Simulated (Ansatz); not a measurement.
# Crystal structures of lutetium under revPBE

The calculation used Ansatz, DFT, revPBE, plane waves (420 eV) with PAW, scalar-relativistic. (PAW data from PBE, frozen cores regenerated.)

Each structure is relaxed within its own symmetry, so a high-lying one may be dynamically unstable.

| structure | ΔE (meV/atom) | V (Å³/atom) | cell | magnetic state |
| --- | --- | --- | --- | --- |
| hcp | 0 | 30.18 | a = 3.543 Å, c = 5.552 Å (c/a = 1.567) | spin not included |
| dhcp | 22 | 30.16 | a = 3.516 Å, c = 11.271 Å (c/a = 3.206) | spin not included |
| fcc | 45 | 30.18 | a = 4.942 Å | spin not included |
| omega (AlB2-type) | 91 | 30.12 | a = 5.502 Å, c = 3.446 Å (c/a = 0.626) | spin not included |
| bcc | 131 | 30.75 | a = 3.947 Å | spin not included |
| A15 | 274 | 31.80 | a = 6.336 Å | spin not included |
| simple cubic | 851 | 34.36 | a = 3.251 Å | spin not included |
| diamond | 1961 | 53.18 | a = 7.521 Å | spin not included |

ΔE counts from hcp.

Differences under about 8 meV lie within the error of the k-point mesh.
